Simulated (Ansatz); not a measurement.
# InP: the cost of one run

Program: Ansatz 0.2.0. Level of theory: DFT PBEsol, scalar-relativistic, plane waves, PAW. These are calculated values, not measurements.

The COD entry's cell or inner coordinates are ideal or old and differ from later refinements, so a difference from it is no clean test against experiment.

3 further runs of the same task are left out: 3 set aside as unsound or not needed.

### Step 1. Starting point

Symmetry: F-43m, No. 216, cubic system. The conventional cell has a = 5.878 Å, b = 5.878 Å, c = 5.878 Å, α = 90.00°, β = 90.00°, γ = 90.00°. In (site symmetry -43m) is surrounded by 4 P at 2.55 Å. P (site symmetry -43m) is surrounded by 4 In at 2.55 Å.

Coordinates:

```cif
data_structure
_symmetry_space_group_name_H-M 'P 1'
_symmetry_Int_Tables_number 1
_cell_length_a 4.1565
_cell_length_b 4.1565
_cell_length_c 4.1565
_cell_angle_alpha 60.000
_cell_angle_beta 60.000
_cell_angle_gamma 60.000
_cell_volume 50.78
loop_
_atom_site_label
_atom_site_type_symbol
_atom_site_fract_x
_atom_site_fract_y
_atom_site_fract_z
_atom_site_occupancy
In1 In 0.00000 0.00000 0.00000 1
P1 P 0.75000 0.75000 0.75000 1
```

This cell was relaxed beforehand with the same method: volume 25.39 Å³/atom, gap on the mesh 0.57 eV.

### Step 2. Relaxing at 1 GPa

What is minimised here is the enthalpy; the energy can go up as the cell is squeezed.

input.yaml

```yaml
crystal:
  lattice:
    - [0.0, 2.9390910347, 2.9390910347]
    - [2.9390910347, 0.0, 2.9390910347]
    - [2.9390910347, 2.9390910347, 0.0]
  atoms:
    - { symbol: In, position: [0.0, 0.0, 0.0] }
    - { symbol: P, position: [0.75, 0.75, 0.75] }
basis:
  ecutwfc: 420
kpoints:
  mp_grid: { grid: [10, 10, 10] }
hamiltonian:
  xc: pbesol
scf:
  occupations: { method: fixed }
output:
  forces: true
  stress: true
  eigenvalues: true
relax:
  adjacent_minimum: "off"
  f_tol: 0.001
  max_steps: 60
  cell: { stress_tol: 0.02, p_target: 1.0 }
```

Launch:

```sh
$ ansatz run input.yaml --threads 1 --pin off --max-ram 3072MiB --backend cpu --events-out ev --progress --plain --runs-dir out
```

Q: Estimate wall time and peak memory on 1 thread of Arm Neoverse V1, shared host.

About 18 s, with a peak of 0.34 GiB.
